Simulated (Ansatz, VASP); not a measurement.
## Two plane-wave programs on Mo

```xyz
1
Lattice="-1.6155 1.6155 1.5838 1.6155 -1.6155 1.5838 1.6155 1.6155 -1.5838" Properties=species:S:1:pos:R:3 pbc="T T T"
Mo    0.0000    0.0000    0.0000
```

Change from the starting cell: strain = 0.02.

Alike in both runs: task single point; functional PBE; k mesh 12 × 12 × 12; occupations fermi-dirac, width 0.05 eV; no spin polarisation.

|  | VASP | Ansatz |
| --- | --- | --- |
| version | VASP 6.6.1 | Ansatz 0.2.0 |
| potentials or method | VASP PAW PBE potentials, release 64 (Mo_sv) | Ansatz PAW |
| plane-wave cutoff (eV) | 520 | 420 |
| valence electrons in the cell | 14 | 14 |

Ansatz gave:

| Property | Result |
| --- | --- |
| gap on the k mesh at the Fermi level (eV) | none |
| pressure (GPa) | -11.0 |
| largest component of the traceless stress (GPa) | 4.26 |

Estimate VASP's values.

gap on the k mesh at the Fermi level (eV): none; pressure (GPa): -10.6; largest component of the traceless stress (GPa): 4.26.

A gap of «none» marks a metal or a gap that the smearing closes. With one functional, cell and mesh, what is left measures potentials, basis and numerics.
